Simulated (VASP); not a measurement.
# Cu (Fm-3m) in VASP: a series of runs, part 2 of 2

VASP 6.6.1.

## Step 3: Relaxation of cell and atoms, PBEsol

This run uses another cell than the first one, of 11.81 Å³/atom, 1.183 times its volume.

INCAR

```
PREC = Accurate ; ENCUT = 600
EDIFF = 1E-6 ; ISMEAR = 1
SIGMA = 0.1 ; LREAL = F
LASPH = T ; NELM = 80
ALGO = Normal ; ISIF = 3
LWAVE = F ; LCHARG = F
GGA = PS ; IBRION = 2
NSW = 90 ; EDIFFG = -0.01
KPAR = 2
```

KPOINTS

```
regular mesh
0
Gamma
  18 18 18
```

POSCAR

```
Cu
1.0
    0.0000000000      1.8075000000      1.8075000000
    1.8075000000      0.0000000000      1.8075000000
    1.8075000000      1.8075000000      0.0000000000
Cu
1
Direct
    0.0000000000      0.0000000000      0.0000000000
```

Potentials or basis: VASP PAW PBE potentials, release 64 (Cu).

On the command line:

```
cat potpaw_PBE.64/Cu/POTCAR > POTCAR
mpirun -np 2 vasp_std > vasp.out
```

OUTCAR:

```text
PREC = Accurate
   ENCUT = 600
   EDIFF = 1E-6
   ISMEAR = 1
   LREAL = F
   LASPH = T
   NELM = 80
   ISIF = 3
   GGA = PS
   IBRION = 2
   NSW = 90
   EDIFFG = -0.01

 ion  position               nearest neighbor table
   1  0.000  0.000  0.000-

  LATTYP: Found a face centered cubic cell.
 ALAT       =     3.6150000000

  Lattice vectors:

 A1 = (   0.0000000000,   1.8075000000,   1.8075000000)
 A2 = (   1.8075000000,   0.0000000000,   1.8075000000)
 A3 = (   1.8075000000,   1.8075000000,   0.0000000000)

Analysis of symmetry for initial positions (statically):
=====================================================================
 Subroutine PRICEL returns:
 Original cell was already a primitive cell.

 Routine SETGRP: Setting up the symmetry group for a
 face centered cubic supercell.

 Subroutine GETGRP returns: Found 48 space group operations
 (whereof 48 operations were pure point group operations)
 out of a pool of 48 trial point group operations.

The static configuration has the point symmetry O_h .

Analysis of symmetry for dynamics (positions and initial velocities):
=====================================================================
[... 166 lines left out ...]
  Total       -0.4135184     -0.4135184     -0.4135184      0.0000000     -0.0000000      0.0000000
  in kB      -56.0971156    -56.0971156    -56.0971156      0.0000000     -0.0000000      0.0000000
  external PRESSURE =     -56.0971156 kB  Pullay stress =       0.0000000 kB
[... 57 lines left out ...]
--------------------------------------- Ionic step        3  -------------------------------------------

 number of electron      11.0000013 magnetization

 Free energy of the ion-electron system (eV)
  ---------------------------------------------------
  ext. energy  EPLUGINS =         0.00000000
  ---------------------------------------------------
  free energy    TOTEN  =        -4.30869341 eV

  energy without entropy =       -4.30864166  energy(sigma->0) =       -4.30867616

 E-fermi :   7.8342     XC(G=0): -13.1294

 val. band max:        7.8310709996   @ k =   0.5000   0.1111   0.0000
 cond. band min:       7.8705200039   @ k =  -0.4444   0.1111   0.0556
 fundamental gap:      0.0394490044
 Fermi energy:         7.8341758994

 k-point     1 :       0.0000    0.0000    0.0000
  band No.  band energies     occupation
      1      -1.8047      2.00000
      2       4.7374      2.00000
      3       4.7374      2.00000
      4       4.7374      2.00000
      5       5.6200      2.00000
      6       5.6200      2.00000
      7      30.7613      0.00000
      8      33.6717      0.00000
      9      33.6717      0.00000
[... 265 lines left out ...]
 k-point    24 :      -0.2222    0.0556    0.0000
  band No.  band energies     occupation
      1       0.3213      2.00000
      2       4.4217      2.00000
      3       4.9046      2.00000
      4       4.9459      2.00000
      5       5.5661      2.00000
      6       5.8255      2.00000
      7      21.1525      0.00000
      8      28.2554      0.00000
      9      31.9432      0.00000

 [... further k-points ...]
[... 5 lines left out ...]
  --------------------------------------------------------------------------------------
  -------------------------------------------------------------------------------------
  Total        0.0019915      0.0019915      0.0019915     -0.0000000     -0.0000000      0.0000000
  in kB        0.2805741      0.2805741      0.2805741     -0.0000000     -0.0000000      0.0000000
  external PRESSURE =       0.2805741 kB  Pullay stress =       0.0000000 kB
[... 16 lines left out ...]
  FREE ENERGIE OF THE ION-ELECTRON SYSTEM (eV)
  ---------------------------------------------------
  free  energy   TOTEN  =        -4.3086934132 eV

  energy  without entropy=       -4.3086416642  energy(sigma->0) =       -4.30867616

 reached required accuracy - stopping structural energy minimisation
```

It took 21 s on 2 MPI ranks of Intel Xeon Platinum 8259CL at 2.50GHz (Skylake/Cascade Lake), shared host; peak memory 0.14 GiB.

Results:

```yaml
Free_energy: -4.3087 eV
Relaxed_volume: 11.37 Å³/atom
Relaxed_cell: a = 2.524 Å, b = 2.524 Å, c = 2.524 Å, α = 60.00°, β = 60.00°, γ = 60.00°
Space_group_after_relaxing_to_0.05_Å: Fm-3m (No. 225)
Energy_gained_by_relaxing: 8.0 meV/atom
Ionic_steps: 3
Pressure_after_relaxing: 0.0 GPa
Band_gap_on_the_k_mesh: none (metal or under the smearing width)
```

Step by step:
| step | energy change (eV) | largest force (eV/Å) | pressure (GPa) | volume (Å³) |
| --- | --- | --- | --- | --- |
| 1 | 0.0000 | 0.0000 | -5.61 | 11.81 |
| 2 | -0.0049 | 0.0000 | 3.95 | 11.12 |
| 3 | -0.0080 | 0.0000 | 0.03 | 11.37 |

Final structure:
```xyz
1
Lattice="0.0000 1.7849 1.7849 1.7849 0.0000 1.7849 1.7849 1.7849 0.0000" Properties=species:S:1:pos:R:3 pbc="T T T"
Cu    0.0000    0.0000    0.0000
```

Caveat: the PAW data sets were made with another functional, which shifts forces and pressure a little.

## Step 4: Relaxation of cell and atoms, PBEsol

This run uses another cell than the first one, of 11.37 Å³/atom, 1.139 times its volume.

INCAR

```
PREC = Accurate ; ENCUT = 600
EDIFF = 1E-7 ; ISMEAR = 1
SIGMA = 0.1 ; LREAL = F
LASPH = T ; NELM = 80
ALGO = Normal ; ISIF = 3
LWAVE = F ; LCHARG = F
GGA = PS ; IBRION = 2
NSW = 90 ; EDIFFG = -0.005
KPAR = 2
```

KPOINTS is that of step 3.

POSCAR

```
Cu                                      
1.0
    0.0000000000      1.7848606284      1.7848606284
    1.7848606284     -0.0000000000      1.7848606284
    1.7848606284      1.7848606284      0.0000000000
  Cu            
     1
Direct
     0.0000000000000000    0.0000000000000000    0.0000000000000000
```

On the command line:

```
cat potpaw_PBE.64/Cu/POTCAR > POTCAR
mpirun -np 2 vasp_std > vasp.out
```

Wall time 14 s (2 MPI ranks of Intel Xeon Platinum 8259CL at 2.50GHz (Skylake/Cascade Lake), shared host); peak memory 0.13 GiB.

It converged, with:

```
Free energy             : -4.3085 eV
Pressure after relaxing : 0.0 GPa
Band gap on the k mesh  : none (metal or under the smearing width)
```

Final structure:
```cif
data_structure
_symmetry_space_group_name_H-M 'P 1'
_symmetry_Int_Tables_number 1
_cell_length_a 2.5242
_cell_length_b 2.5242
_cell_length_c 2.5242
_cell_angle_alpha 60.000
_cell_angle_beta 60.000
_cell_angle_gamma 60.000
_cell_volume 11.37
loop_
_atom_site_label
_atom_site_type_symbol
_atom_site_fract_x
_atom_site_fract_y
_atom_site_fract_z
_atom_site_occupancy
Cu1 Cu 0.00000 0.00000 0.00000 1
```

Levels at points of the mesh, in eV from the Fermi level:
```tsv
k point	band 3	band 4	band 5	band 6	band 7	band 8	band 9
(0.00, 0.00, 0.00)	-3.10	-3.10	-2.21	-2.21	22.93	25.84	25.84
(0.50, 0.00, 0.00)	-3.13	-1.61	-1.61	-1.11	3.98	21.40	22.65
(0.50, 0.50, 0.00)	-1.63	-1.46	-1.46	1.47	7.41	13.37	13.37
```

Caveat: the relaxation stopped at its first step, so nothing moved; the PAW data sets were made with another functional, which shifts forces and pressure a little.
